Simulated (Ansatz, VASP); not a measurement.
## WS2: VASP beside Ansatz

```
S W
1.0
     3.12363    0.00000    0.00000
    -1.56182    2.70515    0.00000
     0.00000    0.00000   30.08000
S W
2 1
Direct
  0.66667 0.33333 0.23263
  0.66667 0.33333 0.33718
  0.33333 0.66667 0.28491
```

Alike in both runs: functional PBEsol; dispersion D3(BJ); k mesh 12 × 12 × 1; occupations gaussian, width 0.03 eV; no spin polarisation.

Ansatz relaxed the structure, and its values are those at the end. VASP's run is a single point on that final structure, the one shown.

```csv
,VASP,Ansatz
version,VASP 6.6.1,Ansatz 0.2.0
potentials or method,"VASP PAW PBE potentials, release 64 (S, W_sv)","scalar-relativistic, plane waves, PAW"
plane-wave cutoff (eV),520,420
valence electrons in the cell,26,26
```

```tsv
	VASP	Ansatz	Ansatz less VASP
gap on the k mesh at the Fermi level (eV)	1.99	1.99	-0.001
least direct gap on the mesh (eV)	2.04	2.04	-0.005
rms of the force components (eV/Å)	0.010	0.001	-0.0097
```

With one functional, cell and mesh, what is left measures potentials, basis and numerics. Ansatz warned: «slab_cell_height_set».

Caveats: the PAW data sets were made with another functional, which shifts forces and pressure a little (VASP); spin-orbit coupling is left out, which moves the levels of the heavy elements. As with any semilocal functional, this PBEsol gap is likely too small.
